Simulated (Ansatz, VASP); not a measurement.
# SnO2 in two plane-wave programs, part 2 of 2

Aim: how closely do two programs agree when they are given the same cell, functional and k mesh? The structure shown is the start of the Ansatz relaxation below; VASP solves that cell, so the two are compared at the walk's first step.

VASP 6.6.1 and Ansatz 0.2.0.

So far: The starting structure; Ansatz: relaxation, PBE.

### Step 3. VASP: single point, PBE, start cell

Level of this step: PBE; plane waves and PAW (O, Sn_d) (VASP).

The same cell, functional, mesh and smearing now go to VASP, with its own data sets.

Lines of VASP's logs that name or quote its potential files are left out, and so is its time.

Input file INCAR:

```
SYSTEM = SnO2
PREC = Accurate
ENCUT = 520
EDIFF = 1E-06
NELM = 120
ISMEAR = -1
SIGMA = 0.02
LREAL = .FALSE.
ALGO = Normal
GGA = PE
NBANDS = 64
LORBIT = 11
LWAVE = .FALSE.
LCHARG = .FALSE.
ISIF = 2
LASPH = .TRUE.
GGA_COMPAT = .FALSE.
EFERMI = MIDGAP
KPAR = 2
```

Input file POSCAR:

```
SnO2
1.0
    3.1865000000      0.0000000000      0.0000000000
    0.0000000000      6.7005438590      0.0000000000
    0.0000000000      0.0000000000     19.9353417587
O Sn
8 4
Direct
    0.0000000000      0.5000000105      0.6488648229
    0.5000000000      0.8071000024      0.5840284627
    0.5000000000      0.1929000186      0.5840284627
    0.0000000000      0.5000000105      0.5191921024
    0.0000000000      0.0000000105      0.4808079097
    0.5000000000      0.3071000024      0.4159715494
    0.5000000000      0.6929000186      0.4159715494
    0.0000000000      0.0000000105      0.3511351892
    0.5000000000      0.5000000105      0.5840284627
    0.0000000000      0.0000000105      0.5840284627
    0.0000000000      0.5000000105      0.4159715494
    0.5000000000      0.0000000105      0.4159715494
```

Input file KPOINTS:

```
Automatic mesh
0
Gamma
10 4 1
0 0 0
```

PAW data sets: O and Sn_d (PBE family, release 64).

Started as:

```bash
mpirun -np 2 vasp_std
```

Numbers of over 12 decimals in the logs are rounded to 6 here.

The log of the run:

```text
[banner, memory and clock lines left out]
running    2 mpi-ranks, on    1 nodes
 distrk:  each k-point on    1 cores,    2 groups
 distr:  one band on    1 cores,    1 groups

 POSCAR found type information on POSCAR O Sn
 POSCAR found :  2 types and      12 ions
 LDA part: xc-table for (Slater+PW92), standard interpolation
 POSCAR, INCAR and KPOINTS ok, starting setup
 FFT: planning ... GRIDC
 FFT: planning ... GRID_SOFT
 FFT: planning ... GRID
 WAVECAR not read
 entering main loop
       N       E                     dE             d eps       ncg     rms          rms(c)
DAV:   1     0.137487777329E+04    0.13749E+04   -0.48891E+04  2448   0.175E+03
DAV:   2     0.172032140767E+03   -0.12028E+04   -0.11653E+04  2784   0.492E+02
DAV:   3    -0.686122222221E+02   -0.24064E+03   -0.23695E+03  2688   0.231E+02
DAV:   4    -0.849239175350E+02   -0.16312E+02   -0.16151E+02  2872   0.674E+01
DAV:   5    -0.854549162075E+02   -0.53100E+00   -0.52954E+00  2752   0.122E+01    0.229E+01
DAV:   6    -0.706224459307E+02    0.14832E+02   -0.53987E+01  3664   0.804E+01    0.820E+00
DAV:   7    -0.708711329945E+02   -0.24869E+00   -0.65130E+00  2712   0.113E+01    0.519E+00
DAV:   8    -0.707230735331E+02    0.14806E+00   -0.12200E+00  3288   0.835E+00    0.156E+00
DAV:   9    -0.706751389215E+02    0.47935E-01   -0.41035E-01  3392   0.506E+00    0.562E-01
DAV:  10    -0.706783335154E+02   -0.31946E-02   -0.65115E-02  2888   0.151E+00    0.304E-01
DAV:  11    -0.706845908040E+02   -0.62573E-02   -0.67383E-03  3368   0.493E-01    0.143E-01
DAV:  12    -0.706875968685E+02   -0.30061E-02   -0.14871E-03  3240   0.258E-01    0.508E-02
DAV:  13    -0.706887557827E+02   -0.11589E-02   -0.41854E-04  3216   0.129E-01    0.333E-02
DAV:  14    -0.706898923405E+02   -0.11366E-02   -0.37438E-04  3208   0.101E-01    0.165E-02
DAV:  15    -0.706901453739E+02   -0.25303E-03   -0.78463E-05  3320   0.456E-02    0.939E-03
DAV:  16    -0.706902879990E+02   -0.14263E-03   -0.10496E-05  2552   0.144E-02    0.614E-03
DAV:  17    -0.706903805249E+02   -0.92526E-04   -0.98540E-06  2248   0.115E-02    0.261E-03
DAV:  18    -0.706904139660E+02   -0.33441E-04   -0.43920E-06  2064   0.816E-03    0.242E-03
DAV:  19    -0.706904294317E+02   -0.15466E-04   -0.23922E-06  1888   0.626E-03    0.150E-03
DAV:  20    -0.706904435205E+02   -0.14089E-04   -0.74261E-07  1840   0.534E-03    0.649E-04
DAV:  21    -0.706904606964E+02   -0.17176E-04   -0.11022E-06  1872   0.286E-03    0.653E-04
DAV:  22    -0.706904671352E+02   -0.64388E-05   -0.30536E-07  1848   0.216E-03    0.375E-04
DAV:  23    -0.706904712661E+02   -0.41309E-05   -0.16828E-07  1696   0.152E-03    0.225E-04
DAV:  24    -0.706904722354E+02   -0.96927E-06   -0.44078E-08  1800   0.113E-03
   1 F= -.70690472E+02 E0= -.70690471E+02  d E =-.182184E-05
```

Parts of OUTCAR (step 3):

```text
ion  position               nearest neighbor table
   1  0.000  0.500  0.649-   9 2.05   9 2.05
   2  0.500  0.807  0.584-  10 2.05  10 2.05   9 2.06
   3  0.500  0.193  0.584-  10 2.05  10 2.05   9 2.06
   4  0.000  0.500  0.519-   9 2.05   9 2.05  11 2.06
   5  0.000  0.000  0.481-  12 2.05  12 2.05  10 2.06
   6  0.500  0.307  0.416-  11 2.05  11 2.05  12 2.06
   7  0.500  0.693  0.416-  11 2.05  11 2.05  12 2.06
   8  0.000  0.000  0.351-  12 2.05  12 2.05
   9  0.500  0.500  0.584-   1 2.05   1 2.05   4 2.05   4 2.05   2 2.06   3 2.06  10 3.71  10 3.71
                            10 3.71  10 3.71  11 3.71  11 3.71
  10  0.000  0.000  0.584-   3 2.05   3 2.05   2 2.05   2 2.05   5 2.06   9 3.71   9 3.71   9 3.71
                             9 3.71  12 3.71  12 3.71
  11  0.000  0.500  0.416-   7 2.05   7 2.05   6 2.05   6 2.05   4 2.06  12 3.71  12 3.71  12 3.71
                            12 3.71   9 3.71   9 3.71
  12  0.500  0.000  0.416-   8 2.05   8 2.05   5 2.05   5 2.05   6 2.06   7 2.06  11 3.71  11 3.71
                            11 3.71  11 3.71  10 3.71  10 3.71

  LATTYP: Found a simple orthorhombic cell.
 ALAT       =     3.1865000000
 B/A-ratio  =     2.1027911059
 C/A-ratio  =     6.2561875910

 Subroutine GETGRP returns: Found  8 space group operations
 (whereof  4 operations were pure point group operations)

The static configuration has the point symmetry C_2v.
 The point group associated with its full space group is D_2h.

 Found     18 irreducible k-points:

   k-points           NKPTS =     18   k-points in BZ     NKDIM =     18   number of bands    NBANDS=     64

   dimension x,y,z NGX =    24 NGY =   50 NGZ =  150
   dimension x,y,z NGXF=    48 NGYF=  100 NGZF=  300

   ENCUT  =  520.0 eV  38.22 Ry    6.18 a.u.   5.92 12.46 37.07*2*pi/ulx,y,z

   NELECT =     104.0000    total number of electrons

 k-points in reciprocal lattice and weights: Automatic mesh
   0.00000000  0.00000000  0.00000000       0.025
   0.10000000  0.00000000  0.00000000       0.050
   0.20000000  0.00000000  0.00000000       0.050
   0.30000000  0.00000000  0.00000000       0.050
   0.40000000  0.00000000  0.00000000       0.050
   0.50000000  0.00000000  0.00000000       0.025
   0.00000000  0.25000000  0.00000000       0.050
   0.10000000  0.25000000  0.00000000       0.100
   0.20000000  0.25000000  0.00000000       0.100
[...]
0.40000000  0.50000000  0.00000000       0.050
   0.50000000  0.50000000  0.00000000       0.025

 average (electrostatic) potential at core
       1 -74.9116       2 -77.5623       3 -77.5623       4 -76.7933       5 -76.7933
       6 -77.5623       7 -77.5623       8 -74.9116       9-107.6347      10-109.2239
      11-109.2239      12-107.6347

 E-fermi :  -1.9067

 k-point     1 :       0.0000    0.0000    0.0000
  band No.  band energies     occupation
    ...
     48      -2.7448      2.00000
     49      -2.6160      2.00000
     50      -2.5475      2.00000
     51      -2.3584      2.00000
     52      -2.1739      2.00000
     53      -1.7165      0.00015
     54      -1.1564      0.00000
     55       1.8654      0.00000
     56       2.2042      0.00000
     57       3.2989      0.00000
    ...

 k-point     2 :       0.1000    0.0000    0.0000
  band No.  band energies     occupation
    ...
     48      -2.9875      2.00000
     49      -2.7181      2.00000
     50      -2.6526      2.00000
     51      -2.2908      2.00000
     52      -2.1729      2.00000
     53      -1.4087      0.00000
     54      -0.9785      0.00000
     55       2.0425      0.00000
     56       2.3875      0.00000
     57       3.6705      0.00000
    ...

 k-point     3 :       0.2000    0.0000    0.0000
  band No.  band energies     occupation
    ...
     48      -3.6836      2.00000
     49      -2.6799      2.00000
     50      -2.6285      2.00000
     51      -2.1957      2.00000
     52      -2.1698      2.00000
     53      -0.7439      0.00000
     54      -0.5988      0.00000
     55       2.4569      0.00000
     56       2.7447      0.00000
     57       3.9911      0.00000
    ...

  Total        5.3445718     14.6421135      5.4019580      0.0000000      0.0000000      0.0000000
  in kB       20.1175845     55.1146036     20.3335928      0.0000000      0.0000000      0.0000000
  external PRESSURE =      31.8552603 kB  Pullay stress =       0.0000000 kB

  energy-cutoff  :      520.00
  volume of cell :      425.65
      direct lattice vectors                 reciprocal lattice vectors
     3.186500000  0.000000000  0.000000000     0.313823945  0.000000000  0.000000000
     0.000000000  6.700543859  0.000000000     0.000000000  0.149241617  0.000000000
     0.000000000  0.000000000 19.935341759     0.000000000  0.000000000  0.050162170

 POSITION                                       TOTAL-FORCE (eV/Angst)
 -----------------------------------------------------------------------------------
      0.00000      3.35027     12.93534         0.000000      0.000000     -0.439327
      1.59325      5.40801     11.64281         0.000000      1.098168      0.731730
      1.59325      1.29254     11.64281         0.000000     -1.098168      0.731730
      0.00000      3.35027     10.35027         0.000000      0.000000     -1.819975
      0.00000      0.00000      9.58507         0.000000      0.000000      1.819975
      1.59325      2.05774      8.29253         0.000000      1.098168     -0.731730
      1.59325      4.64281      8.29253         0.000000     -1.098168     -0.731730
      0.00000      0.00000      7.00000         0.000000      0.000000      0.439327
      1.59325      3.35027     11.64281         0.000000      0.000000      2.993706
      0.00000      0.00000     11.64281         0.000000      0.000000     -1.584858
      0.00000      3.35027      8.29253         0.000000      0.000000      1.584858
      1.59325      0.00000      8.29253         0.000000      0.000000     -2.993706
 -----------------------------------------------------------------------------------
    total drift:                                0.000000     -0.000691      0.000161

  FREE ENERGIE OF THE ION-ELECTRON SYSTEM (eV)
  ---------------------------------------------------
  free  energy   TOTEN  =       -70.6904722354 eV

  energy  without entropy=      -70.6904704135  energy(sigma->0) =      -70.69047132

 total charge
# of ion       s       p       d       tot
------------------------------------------
    1        1.577   3.383   0.000   4.959
    2        1.575   3.478   0.000   5.053
    3        1.575   3.478   0.000   5.053
    4        1.566   3.516   0.000   5.082
    5        1.566   3.516   0.000   5.082
    6        1.575   3.478   0.000   5.053
    7        1.575   3.478   0.000   5.053
    8        1.577   3.383   0.000   4.959
    9        0.912   1.114  10.380  12.407
   10        0.946   1.037  10.290  12.273
   11        0.946   1.037  10.290  12.273
   12        0.912   1.114  10.380  12.407
--------------------------------------------------
tot         16.301  32.010  41.341  89.653

[... 3 further parts left out ...]
```

### Step 4. Differences

Known differences besides the potentials themselves: the cutoff is 420 eV in Ansatz and 520 eV in VASP. Total energies have different zeros and are not compared.

Forces on 9 of the 12 atoms, those with the largest forces and the largest differences (eV/Å; atoms numbered as in POSCAR):

```tsv
atom	Ansatz x, y, z	VASP x, y, z
O1	0.000, 0.000, -0.524	0.000, 0.000, -0.439
O3	0.000, -1.125, 0.726	0.000, -1.098, 0.732
O4	0.000, 0.000, -1.834	0.000, 0.000, -1.820
O5	0.000, 0.000, 1.834	0.000, 0.000, 1.820
O8	0.000, 0.000, 0.524	0.000, 0.000, 0.439
Sn9	0.000, 0.000, 3.006	0.000, 0.000, 2.994
Sn10	0.000, 0.000, -1.646	0.000, 0.000, -1.585
Sn11	0.000, 0.000, 1.646	0.000, 0.000, 1.585
Sn12	0.000, 0.000, -3.006	0.000, 0.000, -2.994
```

The forces differ by 27 meV/Å r.m.s., which is 2.6 % of the r.m.s. force of 1.013 eV/Å (both taken over all components). With vacuum in the cell, a pressure given here is an average over mostly empty space and none of the material.

### Step 5. What came out

| Item | Value |
| --- | --- |
| r.m.s. force difference (single point, PBE, start cell) | 2.6 % of the r.m.s. force |

In words: The r.m.s. force difference is 2.6 % of the r.m.s. force (single point, PBE, start cell), within the 3 % picked in this series as the mark of a large difference. 1 further run of this series is not shown here. How closely two codes agree says nothing of how well the functional describes the real material.

[Lines on the potential files, build, host, timing and source positions are cut from VASP's logs without a mark.]

[Logs are printed without paths, hosts, clocks, repeated set-up lines and the standing remarks that a program may print on its own settings, such as how far it seeks lower states.]

[Hosts, paths, dates, database ids (printed as entryN), source tags and the programs' standing remarks are cut or masked in the printed files.]
